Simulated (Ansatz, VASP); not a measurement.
# MgAl2C2 (MgAl2C2 (P-3m1)): VASP beside Ansatz

Aim: how closely do two programs agree when they are given the same cell, functional and k mesh?

Method: plane waves, with VASP 6.6.1 beside it; single point at PBEsol, in Ansatz 0.2.0.

## Step 1: The structure

The cell holds 90 atoms: 18 Mg, 36 Al and 36 C. Cell: a = 10.130 Å, b = 10.130 Å, c = 11.539 Å, α = 90.0°, β = 90.0°, γ = 120.0°. It derives from MgAl2C2 (MgAl2C2 (P-3m1)).

## Step 2: Ansatz: single point, PBEsol

Ansatz runs on its default PAW (the set named soft_2) files.

A single point gives forces, pressure and levels at one fixed geometry, so differences don't come from the geometry; what else differs is listed under the comparison.

input.yaml

```yaml
crystal:
  lattice:
    - [10.1295331515, 0.0, 0.0]
    - [-5.0647665759, 8.772432906, 0.0]
    - [0.0, 0.0, 11.5386279424]
  atoms:
    - { symbol: Mg, position: [0.0, 0.0, 0.0] }
    - { symbol: Mg, position: [0.0, 0.0, 0.5] }
    - { symbol: Mg, position: [0.0, 0.3333333333, 0.0] }
    - { symbol: Mg, position: [0.0, 0.3333333333, 0.5] }
    - { symbol: Mg, position: [0.0, 0.6666666667, 0.0] }
    - { symbol: Mg, position: [0.0, 0.6666666667, 0.5] }
    - { symbol: Mg, position: [0.3333333333, 0.0, 0.0] }
    - { symbol: Mg, position: [0.3333333333, 0.0, 0.5] }
    - { symbol: Mg, position: [0.3333333333, 0.3333333333, 0.0] }
    - { symbol: Mg, position: [0.3333333333, 0.3333333333, 0.5] }
    - { symbol: Mg, position: [0.3333333333, 0.6666666667, 0.0] }
    - { symbol: Mg, position: [0.3333333333, 0.6666666667, 0.5] }
    - { symbol: Mg, position: [0.6666666667, 0.0, 0.0] }
    - { symbol: Mg, position: [0.6666666667, 0.0, 0.5] }
    - { symbol: Mg, position: [0.6666666667, 0.3333333333, 0.0] }
    - { symbol: Mg, position: [0.6666666667, 0.3333333333, 0.5] }
    - { symbol: Mg, position: [0.6666666667, 0.6666666667, 0.0] }
    - { symbol: Mg, position: [0.6666666667, 0.6666666667, 0.5] }
    - { symbol: Al, position: [0.2222222233, 0.11111111, 0.1751338581] }
    - { symbol: Al, position: [0.2222222233, 0.11111111, 0.675133858] }
    - { symbol: Al, position: [0.2222222233, 0.4444444433, 0.1751338581] }
    - { symbol: Al, position: [0.2222222233, 0.4444444433, 0.675133858] }
    - { symbol: Al, position: [0.2222222233, 0.7777777767, 0.1751338581] }
    - { symbol: Al, position: [0.2222222233, 0.7777777767, 0.675133858] }
    - { symbol: Al, position: [0.5555555567, 0.11111111, 0.1751338581] }
    - { symbol: Al, position: [0.5555555567, 0.11111111, 0.675133858] }
    - { symbol: Al, position: [0.5555555567, 0.4444444433, 0.1751338581] }
    - { symbol: Al, position: [0.5555555567, 0.4444444433, 0.675133858] }
    - { symbol: Al, position: [0.5555555567, 0.7777777767, 0.1751338581] }
    - { symbol: Al, position: [0.5555555567, 0.7777777767, 0.675133858] }
    - { symbol: Al, position: [0.88888889, 0.11111111, 0.1751338581] }
    - { symbol: Al, position: [0.88888889, 0.11111111, 0.675133858] }
    - { symbol: Al, position: [0.88888889, 0.4444444433, 0.1751338581] }
    - { symbol: Al, position: [0.88888889, 0.4444444433, 0.675133858] }
    - { symbol: Al, position: [0.88888889, 0.7777777767, 0.1751338581] }
    - { symbol: Al, position: [0.88888889, 0.7777777767, 0.675133858] }
    - { symbol: Al, position: [0.11111111, 0.2222222233, 0.324866142] }
    - { symbol: Al, position: [0.11111111, 0.2222222233, 0.824866142] }
    - { symbol: Al, position: [0.11111111, 0.5555555567, 0.324866142] }
    - { symbol: Al, position: [0.11111111, 0.5555555567, 0.824866142] }
    - { symbol: Al, position: [0.11111111, 0.88888889, 0.324866142] }
    - { symbol: Al, position: [0.11111111, 0.88888889, 0.824866142] }
    - { symbol: Al, position: [0.4444444433, 0.2222222233, 0.324866142] }
    - { symbol: Al, position: [0.4444444433, 0.2222222233, 0.824866142] }
    - { symbol: Al, position: [0.4444444433, 0.5555555567, 0.324866142] }
    - { symbol: Al, position: [0.4444444433, 0.5555555567, 0.824866142] }
    - { symbol: Al, position: [0.4444444433, 0.88888889, 0.324866142] }
    - { symbol: Al, position: [0.4444444433, 0.88888889, 0.824866142] }
    - { symbol: Al, position: [0.7777777767, 0.2222222233, 0.324866142] }
    - { symbol: Al, position: [0.7777777767, 0.2222222233, 0.824866142] }
    - { symbol: Al, position: [0.7777777767, 0.5555555567, 0.324866142] }
    - { symbol: Al, position: [0.7777777767, 0.5555555567, 0.824866142] }
    - { symbol: Al, position: [0.7777777767, 0.88888889, 0.324866142] }
    - { symbol: Al, position: [0.7777777767, 0.88888889, 0.824866142] }
    - { symbol: C, position: [0.11111111, 0.2222222233, 0.1347923198] }
    - { symbol: C, position: [0.11111111, 0.2222222233, 0.6347923199] }
    - { symbol: C, position: [0.11111111, 0.5555555567, 0.1347923198] }
    - { symbol: C, position: [0.11111111, 0.5555555567, 0.6347923199] }
    - { symbol: C, position: [0.11111111, 0.88888889, 0.1347923198] }
    - { symbol: C, position: [0.11111111, 0.88888889, 0.6347923199] }
    - { symbol: C, position: [0.4444444433, 0.2222222233, 0.1347923198] }
    - { symbol: C, position: [0.4444444433, 0.2222222233, 0.6347923199] }
    - { symbol: C, position: [0.4444444433, 0.5555555567, 0.1347923198] }
    - { symbol: C, position: [0.4444444433, 0.5555555567, 0.6347923199] }
    - { symbol: C, position: [0.4444444433, 0.88888889, 0.1347923198] }
    - { symbol: C, position: [0.4444444433, 0.88888889, 0.6347923199] }
    - { symbol: C, position: [0.7777777767, 0.2222222233, 0.1347923198] }
    - { symbol: C, position: [0.7777777767, 0.2222222233, 0.6347923199] }
    - { symbol: C, position: [0.7777777767, 0.5555555567, 0.1347923198] }
    - { symbol: C, position: [0.7777777767, 0.5555555567, 0.6347923199] }
    - { symbol: C, position: [0.7777777767, 0.88888889, 0.1347923198] }
    - { symbol: C, position: [0.7777777767, 0.88888889, 0.6347923199] }
    - { symbol: C, position: [0.2222222233, 0.11111111, 0.3652076802] }
    - { symbol: C, position: [0.2222222233, 0.11111111, 0.8652076802] }
    - { symbol: C, position: [0.2222222233, 0.4444444433, 0.3652076802] }
    - { symbol: C, position: [0.2222222233, 0.4444444433, 0.8652076802] }
    - { symbol: C, position: [0.2222222233, 0.7777777767, 0.3652076802] }
    - { symbol: C, position: [0.2222222233, 0.7777777767, 0.8652076802] }
    - { symbol: C, position: [0.5555555567, 0.11111111, 0.3652076802] }
    - { symbol: C, position: [0.5555555567, 0.11111111, 0.8652076802] }
    - { symbol: C, position: [0.5555555567, 0.4444444433, 0.3652076802] }
    - { symbol: C, position: [0.5555555567, 0.4444444433, 0.8652076802] }
    - { symbol: C, position: [0.5555555567, 0.7777777767, 0.3652076802] }
    - { symbol: C, position: [0.5555555567, 0.7777777767, 0.8652076802] }
    - { symbol: C, position: [0.88888889, 0.11111111, 0.3652076802] }
    - { symbol: C, position: [0.88888889, 0.11111111, 0.8652076802] }
    - { symbol: C, position: [0.88888889, 0.4444444433, 0.3652076802] }
    - { symbol: C, position: [0.88888889, 0.4444444433, 0.8652076802] }
    - { symbol: C, position: [0.88888889, 0.7777777767, 0.3652076802] }
    - { symbol: C, position: [0.88888889, 0.7777777767, 0.8652076802] }
hamiltonian:
  xc: pbesol
  pseudopotentials: { kind: paw }
kpoints:
  mp_grid: { grid: [2, 2, 1] }
scf:
  occupations: { method: gaussian, width: 0.05 }
  n_extra_bands: 26
output:
  forces: true
  stress: true
  eigenvalues: true
  write_density: true
  write_potential: true
  elf: true
  volumetric_format: npy
```

On the command line:

```bash
ansatz run input.yaml --threads 16 --pin off --max-ram 36864MiB --backend cpu --events-out ev --progress --plain --runs-dir out
```

Numbers of over 12 decimals in the logs are rounded to 6 here.

What it wrote:

```text
scf.n_extra_bands = 26 over 216 filled bands (N_el = 432.0): the run solves 242 bands
Engine: ansatz 0.2.0, aarch64-unknown-linux-gnu
Pseudopotentials: kind: paw
Pseudopotential: Mg, paw, valence charge 10, recommended cutoff 420 eV (normal), Mg.paw.azcp
Pseudopotential: Al, paw, valence charge 3, recommended cutoff 420 eV (normal), Al.paw.azcp
Pseudopotential: C, paw, valence charge 4, recommended cutoff 420 eV (normal), C.paw.azcp
Functional definition: PBEsol
  exchange = pbesol_x
  correlation = pbesol_c
Crystal: 90 atoms, lattice volume = 1025.330 Å³
Basis set: ecut = 420 eV, 19971 PW (Γ), exchange–correlation on 144×144×160 points (8 copies of the dense FFT grid, shifted against one another)
Bands: 242, of which v1, the nominal top of the filled ones, is band 216 counted from 1 (215 counted from 0)
Symmetry: 216 space group operations
Space group: P-3m1 (ITA 164), of the structure as read, at distance tolerance 1.0e-4 Å
k-points: 2 of 4
Non-local potential: Mg, projectors of the file, l = 0: 3, l = 1: 2, l = 2: 1
Non-local potential: Al, projectors of the file, l = 0: 2, l = 1: 2, l = 2: 1
Non-local potential: C, projectors of the file, l = 0: 2, l = 1: 2, l = 2: 1
PAW form: soft (Blöchl's): semilocal exchange-correlation on the pseudo side does not see the compensation charge
PAW frozen core: Mg, regenerated for the run's functional, and the local potential with it (the file was generated under x = pbe(κ = 0.804, μ = 0.219515), c = pbe(β = 0.066725))
PAW frozen core: Al, regenerated for the run's functional, and the local potential with it (the file was generated under x = pbe(κ = 0.804, μ = 0.219515), c = pbe(β = 0.066725))
PAW frozen core: C, regenerated for the run's functional, and the local potential with it (the file was generated under x = pbe(κ = 0.804, μ = 0.219515), c = pbe(β = 0.066725))
PAW one-centre angular grid: Mg, 110 points (default); XC on 64 Gauss nodes
PAW one-centre angular grid: Al, 110 points (default); XC on 64 Gauss nodes
PAW one-centre angular grid: C, 110 points (default); XC on 64 Gauss nodes
Initial density: superposition of atomic densities (neutral atoms: chi_scale 0, normalization atom), corrected by the library's trained network
Initial wavefunctions: pseudopotential atomic-orbital guess
Functional: x = pbesol(κ = 0.804, μ = 0.123457), c = pbesol(β = 0.046)
SCF iter   1: F=—  HF=-62188.483533 eV  |F-HF|=—  |Δ(HF+E_count)|=         —  Δρ=7.13e-3  dr2=7.17e-1  ethr=1.77e-3  ⟨swp⟩=6.5  Hψ=2206  notcnv=0  defer=7
preconditioner: auto → Resta (q_TF=auto, 2.362 Å⁻¹)  ε∞=6.5  [insulator: Δε(μ)=1.776 eV  Ē_g=8.417 eV  σ=0.050 eV  W_gap=1.00  n_scr=224 (ndim 8)  ℏωp=19.7 eV  f_vac=0.000  D(μ)=0.00/eV (n_scr^D=0)  ε∞_Penn≈6.5]
SCF iter   2: F=—  HF=-62188.277656 eV  |F-HF|=—  |Δ(HF+E_count)|=   2.06e-1  Δρ=1.97e-3  dr2=5.61e-2  ethr=1.66e-4  ⟨swp⟩=2.0  Hψ=812  notcnv=0  defer=33
SCF iter   3: F=—  HF=-62188.264202 eV  |F-HF|=—  |Δ(HF+E_count)|=   1.35e-2  Δρ=6.80e-4  dr2=4.20e-3  ethr=1.30e-5  ⟨swp⟩=2.0  Hψ=734  notcnv=0  defer=33
SCF iter   4: F=—  HF=-62188.263659 eV  |F-HF|=—  |Δ(HF+E_count)|=   5.43e-4  Δρ=8.61e-5  dr2=9.52e-5  ethr=9.71e-7  ⟨swp⟩=2.0  Hψ=598  notcnv=0  defer=33
SCF iter   5: F=—  HF=-62188.261848 eV  |F-HF|=—  |Δ(HF+E_count)|=   1.81e-3  Δρ=2.66e-5  dr2=6.74e-6  ethr=2.20e-8  ⟨swp⟩=2.0  Hψ=732  notcnv=0  defer=33
SCF iter   6: F=—  HF=-62188.261848 eV  |F-HF|=—  |Δ(HF+E_count)|=   1.75e-7  Δρ=5.30e-6  dr2=2.42e-7  ethr=1.56e-9  ⟨swp⟩=2.0  Hψ=854  notcnv=0  defer=33
SCF iter   7: F=-62188.261848 eV  HF=-62188.261848 eV  |F-HF|=5.17e-9  |Δ(HF+E_count)|=   6.76e-8  Δρ=1.10e-6  dr2=1.64e-8  ethr=2.31e-11  ⟨swp⟩=13.5  Hψ=3382  notcnv=0
SCF 1 converged in 7 iterations: F = -62188.261848 eV  dr2 = 1.64e-8
  greatest PAW one-centre occupation: 1.000 electrons in one spin orbital (limit 2), on the Mg atom at site 17 (counted from 0), in its partial waves of l = 0
SCF converged after 7 iterations
Free energy (F): -62188.261848 eV
Harris-Foulkes:  -62188.261848 eV  (|F-HF|=5.17e-9)
Internal energy: -62188.261848 eV  (E = F + TS)
E sigma→0 (E₀):  -62188.261848 eV
Fermi energy:    9.523171 eV
--- Per-component energies (eV) ---
  E_band       = -4919.928695
  E_kinetic    = 5508.813486
  E_local      = -32950.152477  (includes V_loc(G=0)·N_el)
  E_nonlocal   = 3048.178509
  E_hartree    = 12129.679033
  E_xc         = -3717.528758
  E_vxc        = -3940.812000  (∫ρ·V_xc dr)
  E_paw        = -24861.508718  (= ΣΔE_a)
  E_vpaw       = -845.318853  (= ΣTr[D̂ρ^β])
  E_aug_tail   = 0.000016  (compensation charges beyond the density's cutoff)
  E_ewald      = -21348.251084
  E_core_change = 2.508144  (= ΣΔE_core)
  E_smearing   = -0.000000  (= −TS)
  E_closure    = 0.000000  (closes the sum)
  Σ components = -62188.261848   (vs F -62188.261848, Δ=0.00e0)
--- Forces (eV/Å), atoms counted from 1 ---
  atom   1  Mg    -0.00000000    -0.00000000     0.00000000
  atom   2  Mg     0.00000000    -0.00000000     0.00000000
  atom   3  Mg    -0.00000000    -0.00000000     0.00000000
  atom   4  Mg     0.00000000    -0.00000000     0.00000000
  atom   5  Mg     0.00000000    -0.00000000     0.00000000
  atom   6  Mg     0.00000000    -0.00000000     0.00000000
  atom   7  Mg    -0.00000000     0.00000000     0.00000000
  atom   8  Mg     0.00000000     0.00000000     0.00000000
  atom   9  Mg     0.00000000    -0.00000000     0.00000000
  atom  10  Mg    -0.00000000    -0.00000000    -0.00000000
  atom  11  Mg    -0.00000000    -0.00000000    -0.00000000
  atom  12  Mg     0.00000000    -0.00000000     0.00000000
  atom  13  Mg    -0.00000000     0.00000000     0.00000000
  atom  14  Mg     0.00000000     0.00000000    -0.00000000
  atom  15  Mg     0.00000000     0.00000000     0.00000000
  atom  16  Mg    -0.00000000     0.00000000    -0.00000000
  atom  17  Mg    -0.00000000    -0.00000000    -0.00000000
  atom  18  Mg     0.00000000     0.00000000    -0.00000000
  atom  19  Al     0.00000000    -0.00000000    -0.02195609
  atom  20  Al     0.00000000    -0.00000000    -0.02195609
  atom  21  Al     0.00000000    -0.00000000    -0.02195609
  atom  22  Al     0.00000000    -0.00000000    -0.02195609
  atom  23  Al     0.00000000    -0.00000000    -0.02195609
  atom  24  Al     0.00000000    -0.00000000    -0.02195609
[...]
atom  83  C     -0.00000000    -0.00000000     0.00451750
  atom  84  C     -0.00000000    -0.00000000     0.00451750
  atom  85  C     -0.00000000    -0.00000000     0.00451750
  atom  86  C     -0.00000000    -0.00000000     0.00451750
  atom  87  C     -0.00000000    -0.00000000     0.00451750
  atom  88  C     -0.00000000    -0.00000000     0.00451750
  atom  89  C     -0.00000000     0.00000000     0.00451750
  atom  90  C      0.00000000     0.00000000     0.00451750
  max |Σ_I F_I| component: 1.51e-16 eV/Å
--- Stress (GPa, compression-positive) ---
       -0.031315       0.000000      -0.000000
        0.000000      -0.031315       0.000000
       -0.000000       0.000000       0.010654
  P = ⅓ Tr σ = -0.0173 GPa (-0.173 kbar)
--- Band table (eV) ---
  k-point 0: bands = [... 212 lower, 8.1949, 8.3913, 8.4078, 8.4078, 10.9756, 10.9756, 11.2201, 11.2201, ... 22 higher]
  k-point 1: bands = [... 212 lower, 8.2251, 8.2251, 8.5944, 8.5944, 10.4510, 10.5574, 11.4114, 11.4114, ... 22 higher]
```

Wall time 7.5 s (16 threads of Arm Neoverse N1, shared host); peak memory 2.9 GiB; 99 s of CPU time.

The column dr2 measures how far the density is from self-consistency, as an energy; F and HF (Harris–Foulkes) agree once it is small.

The run ends at a pressure of -0.02 GPa, with forces up to 0.022 eV/Å.

[end of part 1 of 2]

[Lines on the potential files, build, host, timing and source positions are cut from VASP's logs without a mark.]

[Logs are printed without paths, hosts, clocks, repeated set-up lines and the standing remarks that a program may print on its own settings, such as how far it seeks lower states.]

[Hosts, paths, dates, database ids (printed as entryN), source tags and the programs' standing remarks are cut or masked in the printed files.]
